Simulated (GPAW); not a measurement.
Write an ASE script for GPAW 26.7.0 that does the following.

| Quantity | Value |
| --- | --- |
| Task | single point |
| Functional | PBEsol |
| Potentials or basis | PAW data sets generated in the run's folder for this functional |
| Cutoff | 600 eV |
| Basis | pw |
| k mesh | 7 × 7 × 7 |
| Occupations | fermi-dirac, width 0.05 eV |
| Spin | no spin polarisation |
| Maxiter | 150 |

The system is SnTe.

```
CELL_PARAMETERS angstrom
0.00000 3.61115 3.61115
3.61115 0.00000 3.61115
3.61115 3.61115 0.00000
ATOMIC_POSITIONS crystal
Te 0.25000 0.25000 0.25000
Sn 0.00000 0.00000 0.00000
```

Measurements of this composition are mostly on another form, of space group No. 225.

These files were run (other wordings do the same):

run.py

```python
from ase import Atoms
from ase.dft.bandgap import bandgap
from ase.io import write
from ase.units import Bohr, GPa
from gpaw import GPAW, PW, setup_paths
from gpaw.elf import elf_from_dft_calculation

setup_paths.insert(0, '.')

atoms = Atoms(['Te', 'Sn'],
              cell=[[0.0, 3.611146, 3.611146],
                    [3.611146, 0.0, 3.611146],
                    [3.611146, 3.611146, 0.0]],
              scaled_positions=[[0.25, 0.25, 0.25],
                                [0.0, 0.0, 0.0]],
              pbc=True)

calc = GPAW(mode=PW(600),
            xc='PBEsol',
            kpts={'size': (7, 7, 7), 'gamma': True},
            occupations={'name': 'fermi-dirac', 'width': 0.05},
            nbands=19,
            convergence={'density': 1e-05, 'energy': 1e-05},
            maxiter=150,
            txt='gpaw.txt')
atoms.calc = calc
energy = atoms.get_potential_energy()
forces = atoms.get_forces()
stress = atoms.get_stress()
calc.write('gs.gpw')
write('result.traj', atoms)
print(f'Energy: {energy:.6f} eV')
print('Forces (eV/A):')
print(forces.round(4))
print('Stress (GPa):', (stress / GPa).round(3))
print('Fermi level:', round(calc.get_fermi_level(), 4), 'eV')
print(f'Gap: {bandgap(calc)[0]:.4f} eV, direct: {bandgap(calc, direct=True)[0]:.4f} eV')

# fields on the real-space grid
write('density.cube', atoms, data=calc.get_pseudo_density() * Bohr**3)
write('potential.cube', atoms, data=calc.get_electrostatic_potential())
write('elf.cube', atoms, data=elf_from_dft_calculation(calc).data)
```

Potentials or basis: PAW data sets generated in the run's folder for this functional, pw.

Run with:

```sh
$ gpaw-setup -f PBEsol Sn Te
$ OMP_NUM_THREADS=1 python run.py
```

Results of the run:

```
Pressure               : -1.5 GPa
Band gap on the k mesh : 0.28 eV, indirect (least direct gap 0.79 eV)
```

Caveat: spin-orbit coupling is left out, which moves the levels of the heavy elements; an odd mesh through Γ misses points on the zone boundary, where band edges often lie.

Run time: 24 s on 1 thread of Arm Neoverse V2, with other jobs on the host, peak memory 0.19 GiB.
